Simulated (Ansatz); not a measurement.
Sensitivity of the gradients in SiO2 to the input

Cell: a Materials Project structure (computed, not necessarily an observed phase) whose atoms were relaxed with PBE, the cell held.

Space group R-3m:H (No. 166); a = 13.5970, c = 14.8360 Å, γ = 120.00°.

```
site  Wyckoff  site symmetry       x       y       z
  Si      36i              1  0.8960  0.5631  0.4383
 O13      18f             .2  0.9298  0.5965  0.3333
 O19      18h             .m  0.7989  0.8994  0.8756
 O25      18h             .m  0.7862  0.2138  0.4656
 O31      18g             .2  0.0000  0.3470  0.5000
```

One atom of each set is listed; the run and its k-mesh use a cell of 36 atoms with edges of 9.28, 9.28, 9.28 Å.

Reference run. All values are calculated (Ansatz; DFT, PBE, plane waves and PAW, scalar-relativistic, 420 eV cutoff, Γ-centred 3×3×3 k-points, Fermi–Dirac smearing 0.02 eV), not measured.

Question: The input is changed as follows: `kpoints.mp_grid.grid`: [3, 3, 3] → [1, 1, 1]; `scf.occupations.width`: 0.02 → 0.1. What happens to V_zz (10²¹ V/m²) and η?

Answer: 

```json
{"site": "Si", "V_zz reference": "0.85", "η reference": "0.90", "V_zz changed": "0.85", "η changed": "0.92"}
{"site": "O13", "V_zz reference": "9.43", "η reference": "0.16", "V_zz changed": "9.39", "η changed": "0.17"}
{"site": "O19", "V_zz reference": "9.44", "η reference": "0.09", "V_zz changed": "9.43", "η changed": "0.09"}
{"site": "O25", "V_zz reference": "9.59", "η reference": "0.18", "V_zz changed": "9.56", "η changed": "0.18"}
{"site": "O31", "V_zz reference": "9.29", "η reference": "0.24", "V_zz changed": "9.25", "η changed": "0.24"}
```

The largest change of V_zz is on O31, from 9.29 to 9.25. In per cent, |V_zz| changes by -1 on Si, 0 on O (all sites that start above 0.5). The gap of 5.8 eV is far wider than the smearing, so the levels stay full or empty whatever the smearing's form; with a small gap this would fail. In the changed run the k-mesh is coarser than the standard one, yet the gradients stay close to the reference.
